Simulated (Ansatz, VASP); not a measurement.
**One calculation of Sn2Ge, two programs**

```
Sn Ge
1.0
     0.00000    3.39583    3.39583
     3.39583    0.00000    3.39583
     3.39583    3.39583    0.00000
Sn Ge
2 1
Cartesian
  5.0937 5.0937 5.0937
  1.6979 1.6979 1.6979
  0.0000 0.0000 0.0000
```

The cell comes from a database or a generator and needn't be the stable form of this composition.

Alike in both runs: task relaxation of cell and atoms; functional LDA; k mesh 12 × 12 × 12; occupations gaussian, width 0.1 eV; no spin polarisation.

|  | VASP | Ansatz |
| --- | --- | --- |
| version | VASP 6.6.1 | Ansatz 0.2.0 |
| potentials or method | VASP PAW LDA potentials, release 64 (Sn_d, Ge_d) | scalar-relativistic, plane waves, PAW |
| plane-wave cutoff (eV) | 600 | 420 |
| valence electrons in the cell | 42 | 42 |

|  | VASP | Ansatz | Ansatz less VASP |
| --- | --- | --- | --- |
| gap on the k mesh at the Fermi level, each at its own relaxed structure (eV) | none | none | - |
| relaxed volume (Å³/atom) | 26.14 | 26.11 | -0.038 |
| relaxed cell length with the largest relative difference (Å) | 4.805 | 4.802 | -0.0024 |

A gap of «none» marks a metal or a gap that the smearing closes.
